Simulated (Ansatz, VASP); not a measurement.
# Pd in VASP and in Ansatz

Contents of INCAR:

```
SYSTEM = Pd
  PREC = Accurate
  ENCUT = 520
  EDIFF = 1E-6
  ISMEAR = -1
  SIGMA = 0.05
  LREAL = .FALSE.
  LASPH = .TRUE.
  NELM = 150
  ALGO = Normal
  ISIF = 2
  LWAVE = .FALSE.
  LCHARG = .TRUE.
  ISPIN = 2
  MAGMOM = 0.5 -0.5
  LORBIT = 11
  LMAXMIX = 4
  GGA = PS
  LELF = .TRUE.
  LVHAR = .TRUE.
  NBANDS = 21
```

The input KPOINTS:

```
regular mesh
0
G
  17 17 17
  0 0 0
```

Contents of POSCAR:

```
Pd
1.0
    3.0829156825      0.0000000000      0.0000000000
    0.0000000000      3.0829156825      0.0000000000
    0.0000000000      0.0000000000      3.0829156825
Pd
2
Direct
    0.0000000000      0.0000000000      0.0000000000
    0.5000000000      0.5000000000      0.5000000000
```

Input for Ansatz:

```yaml
crystal:
  lattice:
    - [3.0829156825, 0.0, 0.0]
    - [0.0, 3.0829156825, 0.0]
    - [0.0, 0.0, 3.0829156825]
  atoms:
    - { symbol: Pd, position: [0.0, 0.0, 0.0], spin: 0.5 }
    - { symbol: Pd, position: [0.5, 0.5, 0.5], spin: -0.5 }
hamiltonian:
  xc: pbesol
  pseudopotentials:
    kind: paw
    azcp:
      Pd: "pseudopotentials/Pd.paw.azcp"
basis:
  ecutwfc: 420
  fft_grid_basis: typed
kpoints:
  mp_grid: { grid: [17, 17, 17], shift: [0, 0, 0] }
magnetization:
  spin_polarized: true
scf:
  occupations: { method: fermi_dirac, width: 0.05 }
```

This isn't the form of Pd at room conditions, which is fcc.

Alike in both runs: task single point; functional PBEsol; k mesh 17 × 17 × 17; occupations fermi-dirac, width 0.05 eV; collinear spin.

```csv
,VASP,Ansatz
version,VASP 6.6.1,Ansatz 0.2.0
potentials or method,"VASP PAW PBE potentials, release 64 (Pd)","plane waves (420 eV) with PAW, scalar-relativistic"
plane-wave cutoff (eV),520,420
valence electrons in the cell,20,36
```

```tsv
	VASP	Ansatz	Ansatz less VASP
net moment per atom (μB)	0.00	0.00	0.000
```

The two sets of potentials don't hold the same shells in valence. Ansatz warned: «pseudo_functional_mismatch».
